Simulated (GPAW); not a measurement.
Nb:

```xyz
1
Lattice="-1.6640 1.6640 1.6640 1.6640 -1.6640 1.6640 1.6640 1.6640 -1.6640" Properties=species:S:1:pos:R:3 pbc="T T T"
Nb    0.0000    0.0000    0.0000
```

Program: GPAW 26.7.0. Alike in all runs: task band structure; spin SOC, no magnetisation; cell as given; cutoff (eV) 600; smearing fermi-dirac 0.05 eV.

Order these runs on this cell by their pressure, lowest first.
A. level r2SCAN; potentials or basis GPAW PAW data sets (gpaw-data 1.2.1), pw; k mesh 8 × 8 × 8; band points 80; spin axis theta (degrees) 0; spin axis phi (degrees) 0
B. level TPSS; potentials or basis GPAW PAW data sets (gpaw-data 1.2.1), pw; k mesh 11 × 11 × 11; band points 100; spin axis theta (degrees) 54.7; spin axis phi (degrees) 45; eigensolver davidson
C. level AM05; potentials or basis PAW data sets generated in the run's folder for this functional, pw; k mesh 11 × 11 × 11; band points 60; spin axis theta (degrees) 0; spin axis phi (degrees) 0

C (-8.9 GPa), B (-5.3 GPa), A (-3.7 GPa).

Caveats: spin-orbit coupling was added after a scalar SCF, so levels and gaps hold it while energy, forces, pressure and moments don't; the PAW data sets were made with another functional, which shifts forces and pressure a little (some runs).

Runs at the PBE level aren't shown here.
